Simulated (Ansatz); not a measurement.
Crystal: Al2O3.

```xyz
5
Lattice="3.0175 0.0000 0.0000 -1.5087 2.6132 0.0000 0.0000 0.0000 7.5746" Properties=species:S:1:pos:R:3 pbc="T T T"
Al    0.0000    0.0000    5.4693
Al    0.0000    0.0000    2.1054
O     0.0000    0.0000    3.7873
O     1.5087    0.8711    6.0638
O     0.0000    1.7421    1.5108
```

Measurements of this composition are mostly on another form, of space group No. 167.

| Quantity | Value |
| --- | --- |
| Program | Ansatz 0.2.0 |
| Task | relaxation of cell and atoms |
| Functional | PBEsol |
| Dispersion | D3(BJ) |
| Potentials or basis | Ansatz PAW |
| Cutoff | 420 eV (not typed: the program's choice for these potentials) |
| k mesh | 10 × 10 × 4 |
| Occupations | fermi-dirac, width 0.05 eV |
| Spin | no spin polarisation |

At the start: volume 11.95 Å³/atom.

Problem. Where does the relaxation end?

Solution. It ends after 11 steps and the volume is 11.22 Å³/atom (-6.1 %); space group P-3m1 (No. 164, to 0.05 Å).

The path:
```csv
step,energy change (eV),largest force (eV/Å),volume (Å³)
1,0.0000,0.1866,59.73
2,-0.0426,0.2165,57.20
3,-0.0536,0.0854,56.58
4,-0.0540,0.0058,56.53
5,-0.0538,0.0009,56.57
6,-0.0443,0.0014,56.57
7,-0.0468,0.0179,56.08
8,-0.0466,0.0003,56.12
9,-0.0450,0.0005,56.12
10,-0.0452,0.0002,56.08
11,-0.0450,0.0002,56.08
```

Final structure:
```yaml
crystal:
  lattice:
    - [2.97541, 0.00000, 0.00000]
    - [-1.48771, 2.57678, 0.00000]
    - [0.00000, 0.00000, 7.31429]
  atoms:
    - { symbol: Al, position: [0.00000, 0.00000, 0.72807] }
    - { symbol: Al, position: [0.00000, 0.00000, 0.27193] }
    - { symbol: O, position: [0.00000, 0.00000, 0.50000] }
    - { symbol: O, position: [0.66667, 0.33333, 0.80945] }
    - { symbol: O, position: [0.33333, 0.66667, 0.19055] }
```

Caveat: the plane-wave basis is chosen anew once the cell has moved, so the energies of steps on either side of that aren't comparable; the pressure holds a Pulay correction of +0.7 GPa for the finite cutoff; the PAW data sets come from PBE, with cores solved anew for the run's functional, which leaves a small shift of forces and pressure.
